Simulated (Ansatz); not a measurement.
**Band table of CdSe (rocksalt type)**

```xyz
2
Lattice="0.0000 2.1141 2.1141 2.1141 0.0000 2.1141 2.1141 2.1141 0.0000" Properties=species:S:1:pos:R:3 pbc="T T T"
Cd    0.0000    0.0000    0.0000
Se    2.1141    2.1141    2.1141
```

The cell comes from a relaxation on PAW files under the same functional, begun from a prototype that needn't be the stable phase.

All numbers are PBE results (scalar-relativistic) from Ansatz 0.2.0, with a Γ-centred 14×14×14 k mesh, Fermi–Dirac smearing of 0.08 eV, no spin polarisation. Methods: LAPW: all electrons, basis error target 1 meV/atom.

This run: volume at 0.4 of the series' base cell.

The structure type is held throughout; the real material can change phase at far lower pressure.

Path points, in fractions of the reciprocal vectors: Γ (0.000, 0.000, 0.000), X (0.500, 0.000, 0.500), U (0.625, 0.250, 0.625), K (0.375, 0.375, 0.750), L (0.500, 0.500, 0.500), W (0.500, 0.250, 0.750). The distance column jumps between branches of the path. Levels in eV from the Fermi level; bands 22 to 34, counted from the lowest band of the run. The gap is zero, the pressure 480.7 GPa.

```
# k(1/Å) point b22 b23 b24 b25 b26 b27 b28 b29 b30 b31 b32 b33 b34
0.000 Γ -24.76 -15.14 -15.14 -15.14 -14.90 -14.90 -4.12 -4.12 -4.12 4.63 7.04 8.80 8.80
0.186 - -24.62 -15.19 -15.11 -15.11 -15.10 -14.88 -4.18 -4.18 -4.11 4.47 7.54 8.52 8.52
0.372 - -24.23 -15.62 -15.34 -15.02 -15.02 -14.81 -4.42 -4.42 -4.07 4.13 8.13 8.13 8.54
0.557 - -23.63 -16.23 -15.56 -14.86 -14.86 -14.70 -4.91 -4.91 -4.05 3.80 5.41 8.17 8.17
0.743 - -22.95 -16.66 -15.80 -14.60 -14.60 -14.58 -5.67 -5.67 -4.19 2.57 3.55 8.86 8.86
0.929 - -22.38 -16.61 -16.04 -14.45 -14.24 -14.24 -6.61 -6.61 -4.87 0.49 3.38 10.20 10.20
1.115 - -22.09 -16.23 -15.95 -14.33 -13.83 -13.83 -7.54 -7.54 -6.37 -0.47 3.27 12.06 12.06
1.300 - -22.02 -16.36 -14.89 -14.26 -13.46 -13.46 -8.27 -8.27 -8.11 -0.73 3.21 14.33 14.33
1.486 X -22.01 -16.40 -14.27 -14.23 -13.30 -13.30 -8.98 -8.56 -8.56 -0.78 3.19 14.50 14.89
1.552 - -22.00 -16.40 -14.34 -14.27 -13.30 -13.21 -9.00 -8.63 -8.50 -0.68 3.21 14.30 14.74
1.617 - -21.96 -16.40 -14.51 -14.36 -13.31 -12.99 -9.11 -8.77 -8.33 -0.43 3.27 13.81 14.37
1.683 - -21.90 -16.39 -14.70 -14.51 -13.33 -12.72 -9.40 -8.86 -8.06 -0.07 3.40 13.17 13.91
1.749 - -21.82 -16.40 -14.90 -14.69 -13.36 -12.40 -9.81 -8.90 -7.70 0.33 3.63 12.48 13.41
1.814 - -21.72 -16.41 -15.08 -14.90 -13.40 -12.06 -10.28 -8.92 -7.28 0.67 4.00 11.76 12.92
1.880 - -21.60 -16.44 -15.26 -15.11 -13.44 -11.70 -10.75 -8.94 -6.80 0.92 4.53 11.05 12.44
1.946 - -21.47 -16.49 -15.42 -15.33 -13.49 -11.33 -11.21 -8.95 -6.27 1.08 5.21 10.35 11.99
2.011 U -21.33 -16.58 -15.56 -15.53 -13.55 -11.62 -10.94 -8.95 -5.71 1.15 6.00 9.66 11.57
2.921 K -21.33 -16.58 -15.56 -15.53 -13.55 -11.62 -10.94 -8.95 -5.71 1.15 6.00 9.66 11.57
3.118 - -20.95 -17.01 -16.05 -15.87 -13.76 -12.52 -9.70 -8.89 -3.89 1.21 7.76 8.61 10.50
3.315 - -20.94 -17.36 -16.35 -16.02 -14.01 -13.03 -8.64 -8.40 -2.02 1.38 6.15 8.39 9.73
3.512 - -21.57 -17.13 -16.42 -16.00 -14.28 -13.43 -8.15 -7.12 -0.48 1.97 4.89 6.56 9.23
3.709 - -22.52 -16.53 -16.26 -15.86 -14.55 -13.87 -7.44 -5.95 -0.18 3.10 4.09 6.26 8.94
3.907 - -23.43 -15.90 -15.89 -15.64 -14.79 -14.32 -6.54 -5.03 -1.28 3.82 4.69 7.72 8.81
4.104 - -24.15 -15.46 -15.40 -15.40 -14.98 -14.70 -5.49 -4.46 -2.68 4.03 6.43 8.78 9.83
4.301 - -24.61 -15.21 -15.15 -15.10 -15.06 -14.90 -4.54 -4.19 -3.73 4.44 7.39 8.61 8.79
4.498 Γ -24.76 -15.14 -15.14 -15.14 -14.90 -14.90 -4.12 -4.12 -4.12 4.63 7.04 8.80 8.80
4.658 - -24.66 -15.19 -15.13 -15.13 -14.96 -14.96 -4.51 -3.96 -3.96 4.49 7.34 8.70 8.70
4.819 - -24.35 -15.34 -15.28 -15.28 -14.91 -14.91 -5.49 -3.51 -3.51 4.02 7.72 8.31 8.31
4.980 - -23.85 -15.60 -15.60 -15.60 -14.72 -14.72 -6.75 -2.84 -2.84 3.15 7.45 7.45 8.24
5.141 - -23.17 -15.97 -15.96 -15.96 -14.47 -14.47 -8.05 -2.05 -2.05 2.09 6.28 6.28 9.10
5.302 - -22.34 -16.47 -16.28 -16.28 -14.21 -14.21 -9.21 -1.23 -1.23 1.09 5.05 5.05 10.11
5.463 - -21.41 -17.13 -16.54 -16.54 -13.98 -13.98 -10.11 -0.45 -0.45 0.29 3.95 3.95 11.01
5.624 - -20.47 -17.89 -16.71 -16.71 -13.82 -13.82 -10.68 -0.21 0.19 0.19 3.10 3.10 11.59
5.784 L -19.92 -18.38 -16.76 -16.76 -13.76 -13.76 -10.87 -0.38 0.48 0.48 2.74 2.74 11.78
5.916 - -20.00 -18.31 -16.73 -16.68 -13.76 -13.74 -10.88 -1.12 -0.13 0.73 3.13 3.43 12.09
6.047 - -20.19 -18.12 -16.62 -16.47 -13.76 -13.65 -10.90 -2.41 -1.38 1.16 3.74 4.84 12.23
6.179 - -20.44 -17.81 -16.46 -16.25 -13.75 -13.44 -10.93 -3.77 -2.82 1.76 4.26 6.46 11.00
6.310 - -20.69 -17.43 -16.25 -16.09 -13.72 -13.05 -10.93 -5.11 -4.29 2.55 4.69 8.14 9.84
6.441 - -20.91 -17.03 -16.04 -16.01 -13.64 -12.47 -10.88 -6.39 -5.72 3.48 5.07 8.81 9.51
6.573 - -21.08 -16.64 -16.00 -15.91 -13.51 -11.73 -10.73 -7.60 -7.04 4.51 5.46 7.92 9.49
6.704 - -21.19 -16.31 -16.01 -15.91 -13.36 -10.88 -10.43 -8.72 -8.13 5.54 5.87 7.21 8.58
6.835 W -21.22 -16.09 -16.02 -16.02 -13.29 -10.19 -10.19 -9.50 -8.65 6.16 6.16 6.82 7.97
6.928 - -21.26 -16.13 -16.01 -15.87 -13.30 -10.61 -9.81 -9.49 -8.65 5.40 5.77 7.03 9.05
7.021 - -21.37 -16.23 -15.80 -15.69 -13.30 -11.04 -9.48 -9.46 -8.64 4.37 4.76 8.02 10.57
7.114 - -21.51 -16.29 -15.49 -15.47 -13.30 -11.49 -9.40 -9.19 -8.62 3.04 4.24 9.11 12.07
7.207 - -21.66 -16.34 -15.23 -15.13 -13.30 -11.94 -9.32 -8.95 -8.60 1.82 3.84 10.29 13.48
7.300 - -21.81 -16.37 -14.96 -14.79 -13.30 -12.38 -9.22 -8.78 -8.59 0.77 3.54 11.54 14.70
7.393 - -21.92 -16.39 -14.67 -14.49 -13.30 -12.80 -9.11 -8.65 -8.57 -0.06 3.34 12.82 14.85
7.485 - -21.99 -16.40 -14.40 -14.30 -13.30 -13.14 -9.02 -8.58 -8.56 -0.59 3.23 13.99 14.80
7.578 X -22.01 -16.40 -14.27 -14.23 -13.30 -13.30 -8.98 -8.56 -8.56 -0.78 3.19 14.50 14.89
```
